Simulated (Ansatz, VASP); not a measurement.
## BAs in VASP and in Ansatz

```xyz
2
Lattice="0.0000 2.3805 2.3805 2.3805 0.0000 2.3805 2.3805 2.3805 0.0000" Properties=species:S:1:pos:R:3 pbc="T T T"
B     0.0000    0.0000    0.0000
As    3.5708    3.5708    3.5708
```

Change from the starting cell: volume scaled by 0.99.

Alike in both runs: task single point; functional PBE; k mesh 15 × 15 × 15; occupations fermi-dirac, width 0.03 eV; no spin polarisation.

```csv
,VASP,Ansatz
version,VASP 6.6.1,Ansatz 0.2.0
potentials or method,"VASP PAW PBE potentials, release 64 (B, As), cutoff 520 eV","all-electron LAPW, scalar-relativistic"
```

VASP gave:

- gap on the k mesh at the Fermi level (eV): 1.17
- pressure (GPa): 4.9

**Question.** Which values does Ansatz return?

**Answer.** gap on the k mesh at the Fermi level (eV): 1.18; pressure (GPa): 4.2.

Ansatz ran all-electron here, so the differences hold the error of VASP's frozen core and of both bases.

Caveats: an odd mesh through Γ misses points on the zone boundary, where band edges often lie.
